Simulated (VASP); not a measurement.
# WC (I4/mmm) in VASP: a series of runs

The runs below take WC through single point, with PBEsol.

All numbers are computed with VASP 6.6.1; they aren't measurements. Logs are shortened: lines on timing, memory, paths and dates and some standing lists are left out, and cuts for length are marked.

### 1 Starting point

The structure is tetragonal, space group I4/mmm (No. 139). Conventional cell: a = 2.918 Å, b = 2.918 Å, c = 4.952 Å, α = 90.00°, β = 90.00°, γ = 90.00°. W (site symmetry 4/mmm) is surrounded by 4 C at 2.06 Å. C (site symmetry 4/mmm) is surrounded by 4 W at 2.06 Å.

Measurements of this composition are mostly on another form, of space group No. 187.

### 2 Single point, PBEsol

INCAR

```
SYSTEM = WC
PREC = Accurate
ENCUT = 520
EDIFF = 1E-6
ISMEAR = 0
SIGMA = 0.15
LREAL = .FALSE.
LASPH = .TRUE.
NELM = 80
ALGO = Fast
ISIF = 2
LWAVE = .FALSE.
LCHARG = .TRUE.
GGA = PS
LELF = .TRUE.
LVHAR = .TRUE.
NBANDS = 16
```

KPOINTS

```
Automatic mesh
0
G
  20 20 20
  0 0 0
```

POSCAR

```
WC
1.0
    0.0000000000      2.0633946440      2.4760735727
    2.0633946440      0.0000000000      2.4760735727
    2.0633946440      2.0633946440      0.0000000000
W C
1 1
Direct
    0.0000000000      0.0000000000      0.0000000000
    0.5000000000      0.5000000000      0.5000000000
```

Potentials or basis: VASP PAW PBE potentials, release 64 (W_sv, C).

Run with:

```sh
$ cat potpaw_PBE.64/W_sv/POTCAR potpaw_PBE.64/C/POTCAR > POTCAR
$ mpirun -np 1 vasp_std > vasp.out
```

OUTCAR:

```text
SYSTEM = WC
   PREC = Accurate
   ENCUT = 520
   EDIFF = 1E-6
   ISMEAR = 0
   LREAL = .FALSE.
   LASPH = .TRUE.
   NELM = 80
   ISIF = 2
   GGA = PS

 ion  position               nearest neighbor table
   1  0.000  0.000  0.000-   2 2.06   2 2.06   2 2.06   2 2.06   2 2.48   2 2.48
   2  0.500  0.500  0.500-   1 2.06   1 2.06   1 2.06   1 2.06   1 2.48   1 2.48

  LATTYP: Found a body centered tetragonal cell.
 ALAT       =     2.9180806901
 C/A-ratio  =     1.6970562748

  Lattice vectors:

 A1 = (  -2.0633946440,   0.0000000000,   2.4760735727)
 A2 = (   2.0633946440,   0.0000000000,   2.4760735727)
 A3 = (   0.0000000000,   2.0633946440,  -2.4760735727)

Analysis of symmetry for initial positions (statically):
=====================================================================
 Subroutine PRICEL returns:
 Original cell was already a primitive cell.

 Routine SETGRP: Setting up the symmetry group for a
 body centered tetragonal supercell.

 Subroutine GETGRP returns: Found 16 space group operations
 (whereof 16 operations were pure point group operations)
 out of a pool of 16 trial point group operations.

The static configuration has the point symmetry D_4h.

Analysis of symmetry for dynamics (positions and initial velocities):
=====================================================================
 Subroutine PRICEL returns:
 Original cell was already a primitive cell.

 Routine SETGRP: Setting up the symmetry group for a
 body centered tetragonal supercell.

 Subroutine GETGRP returns: Found 16 space group operations
 (whereof 16 operations were pure point group operations)
 out of a pool of 16 trial point group operations.

The dynamic configuration has the point symmetry D_4h.

 Subroutine INISYM returns: Found 16 space group operations
 (whereof 16 operations are pure point group operations),
 and found     1 'primitive' translations

----------------------------------------------------------------------------------------

                                     Primitive cell

  volume of cell :      21.0842

  direct lattice vectors                    reciprocal lattice vectors
     0.000000000  2.063394644  2.476073573    -0.242319132  0.242319132  0.201932610
     2.063394644  0.000000000  2.476073573     0.242319132 -0.242319132  0.201932610
     2.063394644  2.063394644  0.000000000     0.242319132  0.242319132 -0.201932610

  length of vectors
     3.223125470  3.223125470  2.918080690     0.397761113  0.397761113  0.397761113

  position of ions in fractional coordinates (direct lattice)
     0.000000000  0.000000000  0.000000000
     0.500000000  0.500000000  0.500000000

  ion indices of the primitive-cell ions
[... 80 lines left out ...]
   NFREE  =      0    steps in history (QN), initial steepest desc. (CG)
   ISIF   =      2    stress and relaxation
   ISYM   =      2    0-nonsym 1-usesym 2-fastsym
   POTIM  = 0.5000    time-step for ionic-motion
   TEBEG  =    0.0;   TEEND  =   0.0 temperature during run
   PSTRESS=    0.0 pullay stress
   NELECT =      18.0000    total number of electrons
   NUPDOWN=      -1.0000    fix difference up-down
   EMIN   =  10.00;   EMAX   =-10.00  energy-range for DOS
   EFERMI =   0.00;   METHOD = LEGACY
   ISMEAR =     0;   SIGMA  =   0.15  broadening in eV -4-tet -1-fermi 0-gaus
   EFERMI_NEDOS =   21; number of points for ismear=-14 and -15
   IALGO  =     68    algorithm
   IMIX   =      4    mixing-type and parameters
     AMIX     =   0.40;   BMIX     =  1.00
     AMIX_MAG =   1.60;   BMIX_MAG =  1.00
  volume/ion in A,a.u.               =      10.54        71.14
  Fermi-wavevector in a.u.,A,eV,Ry     =   1.553029  2.934800 32.815887  2.411900
  Thomas-Fermi vector in A             =   2.657319
   LORBIT       =      0    0 simple, 1 ext, 2 COOP (PROOUT), +10 PAW based schemes
   GGA     = PS    functional components
   LHFCALC =     F    Hartree Fock is set to
   AEXX    =    0.0000 exact exchange contribution
   IVDW    =     0    specifies the selected vdW correction
   LEPSILON=     F    determine dielectric tensor
   LRPA    =     F    only Hartree local field effects (RPA)
 non-spin polarized calculation
 RMM-DIIS sequential band-by-band and
 Gauss-broadening in eV      SIGMA  =   0.15
  energy-cutoff  :      520.00
  volume of cell :       21.08
 maximum number of plane-waves:       583
   NGX = 11   NGY = 11   NGZ = 11

 number of electron      17.9999999 magnetization

 Free energy of the ion-electron system (eV)
  ---------------------------------------------------
  ext. energy  EPLUGINS =         0.00000000
  ---------------------------------------------------
  free energy    TOTEN  =       -22.35926672 eV

  energy without entropy =      -22.34707638  energy(sigma->0) =      -22.35317155

 E-fermi :  12.0987     XC(G=0): -13.7859

 val. band max:       12.0926568498   @ k =  -0.4000   0.3000   0.0500
 cond. band min:      12.0995304113   @ k =  -0.2500   0.1500   0.3500
 fundamental gap:      0.0068735615
 Fermi energy:        12.0987382176

 k-point     1 :       0.0000    0.0000    0.0000
  band No.  band energies     occupation
      1     -63.0186      2.00000
      2     -27.0843      2.00000
      3     -27.0435      2.00000
      4     -27.0435      2.00000
      5      -3.6348      2.00000
      6       8.0300      2.00000
[... 433 lines left out ...]
      3     -27.1739      2.00000
      4     -27.0146      2.00000
      5      -0.1192      2.00000
      6       3.8706      2.00000
[... 8 lines left out ...]
     15      24.4117      0.00000
     16      26.9883      0.00000

 [... further k-points ...]

------------------------ aborting loop because EDIFF is reached ----------------------------------------

  FORCE on cell =-STRESS in cart. coord.  units (eV):
  Direction    XX          YY          ZZ          XY          YZ          ZX
  --------------------------------------------------------------------------------------
  -------------------------------------------------------------------------------------
  Total        5.1110405      5.1110405     -4.4134136      0.0000000     -0.0000000      0.0000000
  in kB      388.3843868    388.3843868   -335.3722110      0.0000000     -0.0000000      0.0000000
  external PRESSURE =     147.1321875 kB  Pullay stress =       0.0000000 kB

 VOLUME and BASIS-vectors are now :
 -----------------------------------------------------------------------------
  energy-cutoff  :      520.00
  volume of cell :       21.08
      direct lattice vectors                 reciprocal lattice vectors
     0.000000000  2.063394644  2.476073573    -0.242319132  0.242319132  0.201932610
     2.063394644  0.000000000  2.476073573     0.242319132 -0.242319132  0.201932610
     2.063394644  2.063394644  0.000000000     0.242319132  0.242319132 -0.201932610

 POSITION                                       TOTAL-FORCE (eV/Angst)
 -----------------------------------------------------------------------------------
      0.00000      0.00000      0.00000         0.000000      0.000000     -0.000000
      2.06339      2.06339      2.47607        -0.000000     -0.000000      0.000000
 -----------------------------------------------------------------------------------
    total drift:                                0.000000     -0.000000     -0.000000

  FREE ENERGIE OF THE ION-ELECTRON SYSTEM (eV)
  ---------------------------------------------------
  free  energy   TOTEN  =       -22.3592667182 eV

  energy  without entropy=      -22.3470763751  energy(sigma->0) =      -22.35317155
```

Run time: 62 s. Hardware: 1 thread of Intel Xeon 6975P-C (Granite Rapids), shared host; peak memory 0.31 GiB.

What came out:

```
Free energy            : -22.3593 eV
Pressure               : 14.7 GPa
Band gap on the k mesh : none (metal or under the smearing width)
```

Levels at points of the mesh, in eV from the Fermi level:
```csv
k point,band 6,band 7,band 8,band 9,band 10,band 11,band 12,band 13
"(0.00, 0.00, 0.00)",-4.07,-2.78,-1.67,-1.67,-1.39,-0.69,-0.69,0.16
"(0.50, 0.00, 0.00)",-9.75,-6.96,-6.63,0.95,1.79,3.03,4.57,6.18
"(0.50, 0.50, 0.00)",-6.49,-5.72,-1.56,-1.56,0.97,2.21,2.21,4.03
"(0.50, 0.00, 0.50)",-5.50,-4.66,-2.69,-2.48,0.47,0.99,3.58,6.81
```

Caveat: the PAW data sets were made with another functional, which shifts forces and pressure a little.

### 3 Single point, PBEsol

This run uses another cell than the first one, of the same volume but with other edges.

INCAR

```
SYSTEM = WC
ALGO = Fast
EDIFF = 1E-6
ENCUT = 520
GGA = PS
ISIF = 2
ISMEAR = 0
LASPH = .True.
LCHARG = .True.
LELF = .True.
LREAL = .False.
LVHAR = .True.
LWAVE = .False.
NBANDS = 16
NELM = 60
PREC = Accurate
SIGMA = 0.15
```

KPOINTS

```
k-points
0
Gamma
  20 20 20
  0 0 0
```

POSCAR

```
WC
1.0
    0.0000000000      2.3147445612      1.9675328770
    2.3147445612      0.0000000000      1.9675328770
    2.3147445612      2.3147445612      0.0000000000
W C
1 1
Direct
    0.0000000000      0.0000000000      0.0000000000
    0.5000000000      0.5000000000      0.5000000000
```

Potentials or basis: VASP PAW PBE potentials, release 64 (W_sv, C).

Run with:

```sh
$ cat potpaw_PBE.64/W_sv/POTCAR potpaw_PBE.64/C/POTCAR > POTCAR
$ mpirun -np 1 vasp_std > vasp.out
```

It took 60 s on 1 thread of Intel Xeon 6975P-C (Granite Rapids), shared host; peak memory 0.31 GiB.

The run converged. Its results:

| Property | Result |
| --- | --- |
| Free energy | -22.1989 eV |
| Pressure | 12.6 GPa |
| Band gap on the k mesh | none (metal or under the smearing width) |

Stress tensor (GPa, compression positive):
```
-28.15   0.00   0.00
  0.00 -28.15   0.00
  0.00   0.00  94.23
```

Levels at points of the mesh, in eV from the Fermi level:
```csv
k point,band 6,band 7,band 8,band 9,band 10,band 11,band 12,band 13
"(0.00, 0.00, 0.00)",-3.16,-3.16,-1.85,-1.32,-1.29,-1.29,-1.29,-0.29
"(0.50, 0.00, 0.00)",-9.77,-6.89,-6.81,0.53,2.05,3.05,4.72,7.26
"(0.50, 0.50, 0.00)",-5.81,-3.94,-3.18,-3.18,1.30,2.18,2.18,6.27
"(0.50, 0.00, 0.50)",-6.07,-5.51,-2.27,-1.51,0.09,1.56,2.78,4.88
```

Caveat: the PAW data sets were made with another functional, which shifts forces and pressure a little.

### 4 Single point, PBEsol

This run uses another cell than the first one, of the same volume but with other edges.

INCAR

```
SYSTEM = WC
  ALGO = Fast
  EDIFF = 1E-7
  ENCUT = 520
  GGA = PS
  ISIF = 2
  ISMEAR = 0
  LASPH = .TRUE.
  LCHARG = .FALSE.
  LREAL = .FALSE.
  LWAVE = .FALSE.
  NBANDS = 16
  NELM = 100
  PREC = Accurate
  SIGMA = 0.15
```

KPOINTS

```
k-points
0
G
  20 20 20
  0 0 0
```

POSCAR

```
WC
1.0
    0.0000000000      2.3820151171      1.8579717913
    2.3820151171      0.0000000000      1.8579717913
    2.3820151171      2.3820151171      0.0000000000
W C
1 1
Direct
    0.0000000000      0.0000000000      0.0000000000
    0.5000000000      0.5000000000      0.5000000000
```

Run with:

```sh
$ cat potpaw_PBE.64/W_sv/POTCAR potpaw_PBE.64/C/POTCAR > POTCAR
$ mpirun -np 1 vasp_std > vasp.out
```

It took 85 s on 1 thread of Intel Xeon 6975P-C (Granite Rapids), shared host; peak memory 0.32 GiB.

It converged, with:

| Quantity | Value |
| --- | --- |
| Free energy | -20.9291 eV |
| Pressure | 40.8 GPa |
| Band gap on the k mesh | none (metal or under the smearing width) |

Stress tensor (GPa, compression positive):
```
-31.58   0.00   0.00
  0.00 -31.58   0.00
  0.00   0.00 185.66
```

Levels at points of the mesh, in eV from the Fermi level:
```csv
k point,band 6,band 7,band 8,band 9,band 10,band 11,band 12,band 13
"(0.00, 0.00, 0.00)",-3.19,-3.19,-2.27,-2.26,-1.51,-1.51,-0.46,0.40
"(0.50, 0.00, 0.00)",-9.75,-7.27,-7.23,0.31,2.59,3.88,4.57,6.98
"(0.50, 0.50, 0.00)",-5.81,-3.55,-3.55,-2.71,1.70,1.98,1.98,6.32
"(0.50, 0.00, 0.50)",-6.25,-5.21,-2.22,-0.68,-0.63,1.29,2.68,4.83
```

Caveat: a pressure of tens of GPa on the cell as given is suspect, and the run, the potentials or the cell itself is likely at fault; the PAW data sets were made with another functional, which shifts forces and pressure a little. Spin-orbit coupling is left out, which matters for the levels of W.
